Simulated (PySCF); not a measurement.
Molecule: `CC(C)(C)O`, C4H10O.

Numbering as in the mapped SMILES `[CH3:1][C:2]([CH3:3])([CH3:4])[OH:5]` (H(Xn): hydrogen on atom n).

Geometry PBE0-D3(BJ)/def2-SVP throughout; GIAO in PySCF 2.14.0 with density-fitted response routines, gas phase, one conformer, non-relativistic; equivalent atoms averaged; functional PBE0.

(1) How do the absolute shieldings σ depend on the basis set? (ppm; last column core-seconds on shared hosts with different chips, so compare them loosely)

(2) Which nucleus moves most, in ppm?

(3) Taking the largest basis, pcSseg-2 (320 functions), as the yardstick, rank the others by their worst heavy-atom deviation.

Results:

(1) 
```
    basis set  functions     C2  C1/C3/C4     O5  H(C1)/H(C3)/H(C4)  H(O5)  core-s
       STO-3G         35  176.7     209.5  324.1              31.73  35.15     5.3
        6-31G         65  135.3     167.2  244.6              31.22  33.25      10
     pcSseg-0         65  125.6     157.4  248.9              31.38  34.04     4.4
       6-31G*         90  131.2     163.2  254.3              30.76  32.48      14
     def2-SVP        120  130.6     162.1  261.0              30.26  32.11      17
      cc-pVDZ        120  130.1     164.3  257.7              30.17  32.19     8.9
     pcSseg-1        135  117.6     151.8  236.8              30.10  31.58     9.4
6-311+G(2d,p)        195  119.1     155.0  234.6              30.40  32.06      38
  aug-cc-pVDZ        205  128.1     164.2  246.7              30.20  31.76      20
    def2-TZVP        215  117.8     154.5  236.9              30.36  31.98      45
     IGLO-III        275  113.7     150.8  232.4              30.25  31.70      30
      cc-pVTZ        290  119.1     155.1  238.8              30.17  31.67      33
     pcSseg-2        320  113.3     150.7  232.2              30.11  31.39      44
```

(2) O5 (alcohol oxygen): from 232.2 ppm with pcSseg-2 to 324.1 ppm with STO-3G. The smallest spread is 1.63 ppm, at H(C1)/H(C3)/H(C4). Proton shifts span only some 12 ppm, so a few tenths of a ppm matter as much there as several ppm in carbon.

(3) IGLO-III 0.4 ppm (275 functions), pcSseg-1 4.6 ppm (135 functions), def2-TZVP 4.7 ppm (215 functions), 6-311+G(2d,p) 5.8 ppm (195 functions), cc-pVTZ 6.6 ppm (290 functions), aug-cc-pVDZ 14.8 ppm (205 functions), pcSseg-0 16.7 ppm (65 functions), 6-31G 22.0 ppm (65 functions), 6-31G* 22.1 ppm (90 functions), cc-pVDZ 25.5 ppm (120 functions), def2-SVP 28.8 ppm (120 functions), STO-3G 91.9 ppm (35 functions).

A small basis that lands close on one nucleus may do so by chance; judge by the trend and by all nuclei.
